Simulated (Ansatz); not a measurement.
# Ta2AlN3: the cost of one run

Program: Ansatz 0.2.0. Level of theory: DFT PBE, scalar-relativistic, plane waves, PAW. These are calculated values, not measurements.

## Step 1: The structure to begin with

The structure is hexagonal, space group P-62m (No. 189). The conventional cell has a = 5.460 Å, b = 5.460 Å, c = 3.099 Å, α = 90.00°, β = 90.00°, γ = 120.00°. Ta (site symmetry -6) is surrounded by 6 N at 2.39 Å. Al (site symmetry -62m) has 6 N at 2.39 Å as nearest neighbours. Around N (site symmetry m2m) lie 2 Al at 2.39 Å and 4 Ta at 2.39 Å.

Coordinates:

```cif
data_structure
_symmetry_space_group_name_H-M 'P 1'
_symmetry_Int_Tables_number 1
_cell_length_a 5.4596
_cell_length_b 5.4596
_cell_length_c 3.0987
_cell_angle_alpha 90.000
_cell_angle_beta 90.000
_cell_angle_gamma 120.000
_cell_volume 79.99
loop_
_atom_site_label
_atom_site_type_symbol
_atom_site_fract_x
_atom_site_fract_y
_atom_site_fract_z
_atom_site_occupancy
Ta1 Ta 0.66667 0.33333 0.50000 1
Ta2 Ta 0.33333 0.66667 0.50000 1
Al1 Al 0.00000 0.00000 0.50000 1
N1 N 0.33333 0.33333 0.00000 1
N2 N 0.00000 0.66667 0.00000 1
N3 N 0.66667 0.00000 0.00000 1
```

The start is an ordering of an alloy on its end members' structure types: elements ordered on the sites of the TaN type, Ta/Al on Ta (P-62m, No. 189).

## Step 2: The guess as it stands, on a coarse mesh

input.yaml reads:

```yaml
crystal:
  lattice:
    - [5.45960037, 0.0, 0.0]
    - [-2.72980019, 4.72815262, 0.0]
    - [0.0, 0.0, 3.09874329]
  atoms:
    - { symbol: Ta, position: [0.66666667, 0.33333333, 0.5] }
    - { symbol: Ta, position: [0.33333333, 0.66666667, 0.5] }
    - { symbol: Al, position: [0.0, 0.0, 0.5] }
    - { symbol: "N", position: [0.33333333, 0.33333333, 0.0] }
    - { symbol: "N", position: [0.0, 0.66666667, 0.0] }
    - { symbol: "N", position: [0.66666667, 0.0, 0.0] }
basis:
  ecutwfc: 420
kpoints:
  mp_grid: { grid: [6, 6, 6] }
hamiltonian:
  xc: pbe
scf:
  occupations: { method: gaussian, width: 0.1 }
  lower_state_search: "off"
output:
  forces: true
  stress: true
  eigenvalues: true
```

Command:

```console
> ansatz run input.yaml --threads 1 --pin off --max-ram 2560MiB --backend cpu --events-out ev --progress --plain --runs-dir out
```

What time and memory should one allow on 1 thread of Intel Xeon 6975P-C (Granite Rapids), shared host?

About 2.6 s, with a peak of 0.37 GiB.
